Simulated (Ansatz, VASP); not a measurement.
Two plane-wave programs on Si2W

```
Si W
1.0
    -1.60125    1.60125    3.90787
     1.60125   -1.60125    3.90787
     1.60125    1.60125   -3.90787
Si W
2 1
Direct
  0.33450 0.33450 0.00000
  0.66550 0.66550 0.00000
  0.00000 0.00000 0.00000
```

Alike in both runs: functional PBEsol; k mesh 18 × 18 × 18; occupations gaussian, width 0.1 eV; no spin polarisation.

Ansatz relaxed the structure, and its values are those at the end. VASP's run is a single point on that final structure, the one shown.

```csv
,VASP,Ansatz
version,VASP 6.6.1,Ansatz 0.2.0
potentials or method,"VASP PAW PBE potentials, release 64 (Si, W_sv)","scalar-relativistic, plane waves, PAW"
plane-wave cutoff (eV),520,420
valence electrons in the cell,22,22
```

```tsv
	VASP	Ansatz	Ansatz less VASP
gap on the k mesh at the Fermi level (eV)	none	none	-
pressure (GPa)	0.3	0.0	-0.32
```

A gap of «none» marks a metal or a gap that the smearing closes. With one functional, cell and mesh, what is left measures potentials, basis and numerics.

Caveats: the PAW data sets were made with another functional, which shifts forces and pressure a little (VASP). Spin-orbit coupling is left out, which matters for the levels of W.
